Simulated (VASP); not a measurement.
Crystal: Se.

```xyz
1
Lattice="-1.4038 1.4038 1.4038 1.4038 -1.4038 1.4038 1.4038 1.4038 -1.4038" Properties=species:S:1:pos:R:3 pbc="T T T"
Se    0.0000    0.0000    0.0000
```

This isn't the form of Se at room conditions, which is trigonal, of chains.

- Program: VASP 6.6.1
- Task: relaxation of cell and atoms
- Functional: PBE
- Potentials or basis: VASP PAW PBE potentials, release 64 (Se)
- Cutoff: 520 eV
- k mesh: 22 × 22 × 22
- Occupations: gaussian, width 0.1 eV
- Spin: no spin polarisation

At the start: pressure 173.0 GPa; volume 11.07 Å³/atom.

Task: Where does the relaxation end?

Result: Over 8 steps the energy falls by 2883.5 meV/atom and the volume is 20.33 Å³/atom (+83.7 %); space group Im-3m (No. 229, to 0.05 Å).

The path:
```
step  energy change (eV)  largest force (eV/Å)  pressure (GPa)  volume (Å³)
   1              0.0000                0.0000          172.99        11.07
   2             -1.5710                0.0000           -8.44        43.35
   3             -2.8676                0.0000           -3.78        21.60
   4             -2.8777                0.0000           -2.37        21.08
   5             -2.8835                0.0000            0.16        20.28
   6             -2.8831                0.0000           -0.62        20.51
   7             -2.8835                0.0000            0.10        20.30
   8             -2.8835                0.0000            0.00        20.33
```

Final structure:
```yaml
crystal:
  lattice:
    - [-1.71930, 1.71930, 1.71930]
    - [1.71930, -1.71930, 1.71930]
    - [1.71930, 1.71930, -1.71930]
  atoms:
    - { symbol: Se, position: [0.00000, 0.00000, 0.00000] }
```

Caveat: the volume moved by over 15 % at a fixed basis, so the end points are rough; the volume moved by +84 % from the deposited cell, more than functionals usually miss.
